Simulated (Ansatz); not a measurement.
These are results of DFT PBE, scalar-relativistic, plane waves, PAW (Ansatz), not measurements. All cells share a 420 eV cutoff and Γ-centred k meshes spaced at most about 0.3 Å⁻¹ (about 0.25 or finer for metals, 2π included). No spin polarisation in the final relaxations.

All energies are static (0 K, no zero-point motion). All come from trial cells, and lower structures may exist. The sheets are periodic along a and b; c holds vacuum.

Question: Order these relaxed structures of Li by energy, lowest first, with the energy over the lowest of them.
A. Layer group p4/nmm (No. 64), a = 2.965 Å, b = 2.965 Å, γ = 90.0°, thickness 2.16 Å between the outermost nuclei. Li at height 0.00 Å has 8 Li at 2.96–3.01 Å.
B. Layer group p-3m1 (No. 72), a = 3.114 Å, b = 3.114 Å, γ = 120.0°, thickness 2.31 Å between the outermost nuclei. Li at height 0.00 Å has 9 Li at 2.93–3.11 Å.
C. Layer group p6/mmm (No. 80), a = 4.759 Å, b = 4.759 Å, γ = 120.0°, thickness 0.00 Å between the outermost nuclei. Li at height 0.00 Å has 3 Li at 2.75 Å.
D. Layer group p6/mmm (No. 80), a = 3.092 Å, b = 3.092 Å, γ = 120.0°, thickness 0.00 Å between the outermost nuclei. Li at height 0.00 Å has 6 Li at 3.09 Å.

Answer: B (0 meV/atom), A (24 meV/atom), D (251 meV/atom), C (577 meV/atom). Forms: B p-3m1; A p4/nmm; D p6/mmm; C p6/mmm. Counting all near atoms (those within 1.25 times the shortest distance at each site): B has Li 9; A has Li 8; D has Li 6; C has Li 3.

Cells relaxed within their symmetry can be saddle points. Some types were kept out of the candidates beforehand, so the set may lack a known form.
